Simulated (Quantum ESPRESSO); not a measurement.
## BaTiO3: electronic dielectric constant by level of theory

Space group P4mm (No. 99). a = 4.000 Å, b = 4.000 Å, c = 4.018 Å, α = 90.00°, β = 90.00°, γ = 90.00°
```csv
atom,site,symmetry,x,y,z
Ba,1a,4mm,0.0000,0.0000,0.0000
Ti,1b,4mm,0.5000,0.5000,0.4900
O,2c,2mm.,0.0000,0.5000,0.5170
O,1b,4mm,0.5000,0.5000,0.0190
```

| rung | level | program and potentials | cutoff (eV) | k mesh | core time | chip | electronic dielectric constant | notes |
| --- | --- | --- | --- | --- | --- | --- | --- | --- |
| GGA | BLYP | Quantum ESPRESSO, GBRV 1.5 PBE | 612 | 6 × 6 × 6, shifted | 8.6 min | Arm Neoverse V2 | 6.30 | potentials made for PBE |
| GGA | PBE | Quantum ESPRESSO, GBRV 1.5 PBE | 612 | 6 × 6 × 6, shifted | 8.7 min | Arm Neoverse V2 | 6.40 | - |
| LDA | LDA | Quantum ESPRESSO, GBRV 1.5 LDA | 612 | 6 × 6 × 6, shifted | 8.7 min | Arm Neoverse V2 | 6.51 | - |
| GGA | WC | Quantum ESPRESSO, GBRV 1.5 PBE | 612 | 6 × 6 × 6, shifted | 8.7 min | Arm Neoverse V2 | 6.48 | potentials made for PBE |
| GGA | PBEsol | Quantum ESPRESSO, GBRV 1.5 PBEsol | 612 | 6 × 6 × 6, shifted | 8.8 min | Arm Neoverse V2 | 6.48 | - |

Times are single runs on shared hosts, so they are rough; meshes, cutoffs and the tasks' sizes weigh on the time. Task: dielectric tensor. All rows: no spin polarisation. The cell comes from a database and isn't always the measured one. All levels ran on this one cell, unrelaxed unless noted. Meshes are those of the run's cell of 5 atoms unless a note names another. Misses use the values as printed. Runs on faulty files, with rough fits or with known faults for this quantity aren't shown. No row holds spin-orbit coupling.

Measured: 5.3 (arxiv:1309.1245).

**Question.** Which of the timed runs is the cheapest that comes within 8 % of the measured electronic dielectric constant?

**Answer.** None of them does; the nearest misses by +18.9 %. The runs are for a static lattice, while measurements hold temperature and zero-point motion.

Every functional overestimates the electronic screening of BaTiO3, and the spread from 6.30 to 6.51 is small beside the gap to the measured 5.3. The error is therefore common to the local and semilocal levels, and switching between them doesn't cure it. The electronic response comes largely from virtual transitions from O 2p valence states into empty Ti 3d states, the same p–d hybridisation that favours the off-centre Ti displacement. Local and semilocal functionals typically place these empty states too low, which makes the charge too easy to polarise. They also lack the long-range exchange-correlation response to a macroscopic field, so the overestimate can't be assigned to the gap alone.

Because the cell is shared, the slightly larger LDA value doesn't stem from the smaller equilibrium volume LDA usually gives; it probably reflects small differences in band energies and hybridisation. A single constant doesn't show how the response along the polar axis differs from that in the plane.
